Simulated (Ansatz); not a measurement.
**BiTe (P-3m1)**

All numbers below come from DFT PBE, scalar-relativistic, plane waves, PAW (Ansatz).

Cutoff 420 eV; k points 12×12×2 on the computed 12-atom cell (Γ-centred); Gaussian smearing, width 0.10 eV; no spin polarisation.

The structure is relaxed at this level of theory with its symmetry kept. Whether it is the stable form of this composition wasn't checked.

```cif
data_structure
_symmetry_space_group_name_H-M 'P-3m1'
_symmetry_Int_Tables_number 164
_cell_length_a 4.4799
_cell_length_b 4.4799
_cell_length_c 25.0668
_cell_angle_alpha 90.000
_cell_angle_beta 90.000
_cell_angle_gamma 120.000
_cell_volume 435.68
loop_
_atom_site_label
_atom_site_type_symbol
_atom_site_symmetry_multiplicity
_atom_site_Wyckoff_symbol
_atom_site_fract_x
_atom_site_fract_y
_atom_site_fract_z
_atom_site_occupancy
Bi1 Bi 2 c 0.00000 0.00000 0.12953 1
Bi2 Bi 2 d 0.33333 0.66667 0.29172 1
Bi3 Bi 2 d 0.66667 0.33333 0.46664 1
Te1 Te 2 d 0.33333 0.66667 0.06180 1
Te2 Te 2 d 0.66667 0.33333 0.21114 1
Te3 Te 2 c 0.00000 0.00000 0.36047 1
```

```json
{
 "Space group": "P-3m1 (No. 164)",
 "Volume per atom": "36.31 Å³",
 "Formation energy from the elements' standard states (uncorrected)": "-0.201 eV/atom",
 "Kohn–Sham band gap": "none (metal)",
 "Density of states at the Fermi level": "0.14 states/eV per cell (so small that it hangs on the mesh: a semimetal, or crossings between mesh points)",
 "Löwdin character within 0.5 eV of the Fermi level": "Bi 6p 67 %, Te 5p 22 %"
}
```

Spin-orbit coupling is left out, which matters for the bands of heavy elements. The cell holds layers, and where no dispersion correction was added their binding is poorly described.

Cost: 1 run of about 15 core-minutes, on Arm Neoverse V2 (shared hosts).